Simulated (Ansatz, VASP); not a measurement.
## Al6H in VASP and in Ansatz

```xyz
14
Lattice="5.7143 0.0000 0.0000 -2.8572 4.9487 0.0000 0.0000 0.0000 22.6016" Properties=species:S:1:pos:R:3 pbc="T T T"
Al    1.4286    0.8248    4.0000
Al    0.0000    3.2992    4.0000
Al    4.2857    0.8248    4.0000
Al    2.8572    3.2992    4.0000
Al    0.0000    1.6496    6.3009
Al   -1.4286    4.1239    6.3009
Al    2.8572    1.6496    6.3009
Al    1.4286    4.1239    6.3009
Al    0.0000    0.0000    8.6016
Al   -1.4286    2.4744    8.6016
Al    2.8572    0.0000    8.6016
Al    1.4286    2.4744    8.6016
H     0.9691    0.8248   12.2016
H     1.8881    0.8248   12.2016
```

Alike in both runs: task single point; functional PBE; k mesh 6 × 6 × 1; occupations gaussian, width 0.1 eV; no spin polarisation.

```csv
,VASP,Ansatz
version,VASP 6.6.1,Ansatz 0.2.0
potentials or method,"VASP PAW PBE potentials, release 64 (Al, H)","scalar-relativistic, plane waves, PAW"
plane-wave cutoff (eV),520,420
valence electrons in the cell,38,38
```

```csv
,VASP,Ansatz,Ansatz less VASP
gap on the k mesh at the Fermi level (eV),none,none,-
rms of the force components (eV/Å),0.765,0.765,+0.0001
"work function, face that differs most (eV)",3.92,3.92,-0.003
```

Atom by atom the forces differ by 0.001 eV/Å (rms over components). A gap of «none» marks a metal or a gap that the smearing closes.
